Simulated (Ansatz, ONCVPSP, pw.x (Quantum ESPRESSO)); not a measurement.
**Mg: one change to the ONCV potential, in the atom and in the fcc crystal**

| Quantity | Value |
| --- | --- |
| Element | Mg |
| Generator | ONCVPSP 4.0.1.1 (patched build) |
| Type | optimised norm-conserving Vanderbilt (ONCV) |
| Functional | PBE |
| Relativity | scalar-relativistic |
| Frozen core | [Ne] |
| Valence charge | 2 |
| Reference configuration | 3s2 |
| Partial waves | 3s: rc 2.10 bohr, ncon 4, nbas 9, qcut 3.1 1/bohr, 1 projector; p scattering state at 0.17 Ha: rc 1.85 bohr, ncon 4, nbas 7, qcut 4.1 1/bohr, 1 projector; d scattering state at 0.36 Ha: rc 1.85 bohr, ncon 4, nbas 7, qcut 5 1/bohr, local |
| Local potential | the d channel |
| Core correction | Teter function, fcfact 5, rcfact 1.3 |

Change: core correction Teter function, fcfact 5, rcfact 1.26.

Cutoffs, loose and tight: the cutoffs (Ha) at which the residual kinetic energy of the hardest occupied pseudo-wave falls to 1 and 0.1 mHa per electron. They do not see the model core or the augmentation charge, which bear on the density cutoff. Test errors are all-electron minus pseudo excitation energies from the reference, over the configurations 3s1; 3s1.5; 3s1 3p1; 3s0 3p1; variants that change the core or the reference have their own tests.

Crystal test: fcc Mg in pw.x 7.5, no spin, 13³ k-points, Fermi–Dirac smearing 0.01 Ry, cutoffs set for each file from its atomic test. The reference is all-electron LAPW (Ansatz 0.2.0) with the same functional, mesh and smearing; V0 and B0 come from Birch–Murnaghan fits to the pressures at five volumes. Errors are pseudo minus all-electron; Δ is the rms difference of the E(V) curves that follow from these fits, minima aligned, over ±6 % about the mean V0. Mesh and smearing are coarse, so the numbers serve the comparison and aren't converged zero-temperature values; the lattice is a test structure that the element need not adopt.

All-electron: a0 = 4.524 Å (V0 = 23.15 Å³/atom), B0 = 35.0 GPa.

Task: Does the change bring the crystal closer to the all-electron result?

Result: The mean pressure error goes from -0.82 to -0.66 GPa, so the change moves the solid closer to the all-electron pressures.

```tsv
quantity	base	changed
outcome (atom)	generated	generated
cutoff, loose (atom)	3.6 Ha	3.6 Ha
cutoff, tight (atom)	5.7 Ha	5.7 Ha
bound ghosts (atom)	none	none
largest test error (meV) (atom)	+14 over the solved tests; 1 of 4 tests not solved or not reliable	+62
cutoffs in pw.x (Ry)	50/200	50/200
a0 (Å)	4.489	4.496
a0 error (%)	-0.79	-0.63
B0 error (%)	+4.4	+3.0
Δ (meV/atom)	4.2	3.4
mean pressure error (GPa)	-0.82	-0.66
```

Base: This is a poor potential for the solid. The generator flags a localised state at positive energy (s at 16 eV). Atomic configuration tests: 1 of 4 tests not solved or not reliable. The cutoffs count occupied waves only; projector 1 of the p channel, the hardest unoccupied one, needs 19 Ha at the loose tolerance. Changed file: This is a poor potential for the solid. The generator flags a localised state at positive energy (s at 16 eV). The cutoffs count occupied waves only; projector 1 of the p channel, the hardest unoccupied one, needs 19 Ha at the loose tolerance.
